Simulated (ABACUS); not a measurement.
Crystal: LiCl.

```
Cl Li
1.0
     0.00000    2.56477    2.56477
     2.56477    0.00000    2.56477
     2.56477    2.56477    0.00000
Cl Li
1 1
Direct
  0.50000 0.50000 0.50000
  0.00000 0.00000 0.00000
```

Base run:

| Item | Value |
| --- | --- |
| Program | ABACUS 3.10.1 |
| Functional | PBE |
| Potentials or basis | PseudoDojo NC SR 0.5 PBE stringent |
| Cutoff | 1320 eV |
| Density cutoff | 5279 eV |
| Basis | plane waves |
| k mesh | 7 × 7 × 7 |
| Occupations | fermi-dirac, width 0.05 eV |
| Spin | no spin polarisation |

Its results: band gap on the k mesh 6.33 eV, direct; pressure 0.4 GPa.

Task: The run is repeated on the same cell with these changes: functional from PBE to revPBE; potentials or basis from PseudoDojo NC SR 0.5 PBE stringent to GBRV ultrasoft 1.5 PBE; cutoff from 1320 eV to 544 eV; density cutoff from 5279 eV to 4354 eV. What comes out?

Result: Band gap on the k mesh 6.53 eV, direct; pressure 2.1 GPa.

Caveats: an odd mesh through Γ misses points on the zone boundary, where band edges often lie; the potentials were made for another functional, which shifts forces and pressure (some runs).

Not every run made on this cell is shown here.
